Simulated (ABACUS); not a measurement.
The system is Sn.

```xyz
1
Lattice="-1.7265 1.7755 2.3383 1.7265 -1.7755 2.3383 1.7265 1.7755 -2.3383" Properties=species:S:1:pos:R:3 pbc="T T T"
Sn    0.0000    0.0000    0.0000
```

This isn't the form of Sn at room conditions, which is tetragonal (white tin).

| Item | Value |
| --- | --- |
| Program | ABACUS 3.10.1 |
| Task | single point |
| Functional | PBEsol |
| Potentials or basis | PseudoDojo NC SR 0.4.1 PBEsol standard |
| Cutoff | 993 eV |
| Density cutoff | 3973 eV |
| Basis | plane waves |
| k mesh | 11 × 11 × 11 |
| Occupations | fermi-dirac, width 0.05 eV |
| Spin | no spin polarisation |

On this cell: pressure -3.6 GPa; band gap on the k mesh none (metal or under the smearing width).

The same run follows on a disturbed copy (cell strained at random at fixed volume):

```
CELL_PARAMETERS angstrom
-1.66577 1.76563 2.29581
1.74442 -1.79906 2.37926
1.68238 1.81521 -2.32119
ATOMIC_POSITIONS crystal
Sn 0.99505 0.98835 0.99670
```

**Question.** What does the disturbed cell give?

**Answer.** The energy (extrapolated to zero smearing) moves by +4.9 meV/atom; pressure -3.5 GPa; band gap on the k mesh none (metal or under the smearing width).

Stress tensor (GPa, compression positive):
```
-2.73 -0.02 -0.58
-0.02 -4.48  0.16
-0.58  0.16 -3.43
```
